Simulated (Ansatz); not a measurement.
MgS (started from an entry of an open crystallographic database), relaxed with r2SCAN in Ansatz 0.2.0: space group Fm-3m (No. 225), cubic; a = 5.203 Å in the conventional setting, 17.61 Å³ an atom. Mg is surrounded by 6 S at 2.60 Å; S is surrounded by 6 Mg at 2.60 Å. The primitive cell holds 2 atoms in 35.21 Å³. Spin-unpolarised throughout; all numbers are computed.

Computed values: PBE gives a gap of 2.79 eV and PBE0 (25 % exact exchange) 4.53 eV; one over PBE's mean ε∞ is 0.185. HSE06 (6×6×6) gives a least gap of 3.80 eV and a least direct gap of 4.83 eV. r2SCAN's ε∞ is 4.90. On the PBEsol cell (Ω = 34.78 Å³ for two atoms) PBEsol gives ω_TO = 242.7 cm⁻¹, Z* = ±2.310 and ε∞ = 5.530.

**What is the density?** The cell holds 1 Mg, 1 S: M = 1×24.305 + 1×32.060 = 56.36 u in V = 35.21 Å³. ρ = 1.66054 × M/V = 1.66054 × 56.36/35.21 = 2.658 g/cm³, for the static r2SCAN lattice.

**Taking the gap as linear in the share of unscreened exchange, estimate the gap of the hybrid whose share is 1/ε∞.** The slope is (4.53 − 2.79)/0.25 = 6.96 eV per unit share, so E_g ≈ 2.79 + 6.96 × 0.185 = 4.08 eV. The run with that share gives 4.07 eV (6×6×6 mesh), -0.01 eV from the straight line.

**At what wavelength does absorption set in by HSE06, excitons left aside?** λ = 1239.84 eV nm/E: 326 nm for the least gap, where it needs phonons and is weak, and 257 nm for direct transitions. That lies in the ultraviolet, so by this gap the crystal is transparent to visible light.

**What refractive index and reflectivity at normal incidence follow, below the gap and above the phonons?** n = √4.90 = 2.214; R = ((n − 1)/(n + 1))² = (1.214/3.214)² = 14.3 % a face.

**Work out the longitudinal frequency.** ω_LO² − ω_TO² = 4π Z*² e²/(ε∞ μ Ω), with μ = 24.30×32.06/56.37 = 13.823 u and e² = 14.400 eV Å; √(eV/(u Å²)) is 521.47 cm⁻¹. That gives 9.88e+04 cm⁻², so ω_LO = √(242.7² + 9.88e+04) = 397.1 cm⁻¹; the program prints 397.1.

**What static dielectric constant follows from Lyddane-Sachs-Teller, and how strong is the polar coupling 1/ε∞ − 1/ε⁰?** ε⁰ = ε∞ (ω_LO/ω_TO)² = 5.530 × (397.1/242.7)² = 14.80 (the run: 14.80). 1/ε∞ − 1/ε⁰ = 0.1808 − 0.0676 = 0.1133, the factor that enters the Fröhlich constant.

The meshes of the hybrids are coarse, so their gaps aren't converged to the digits shown.
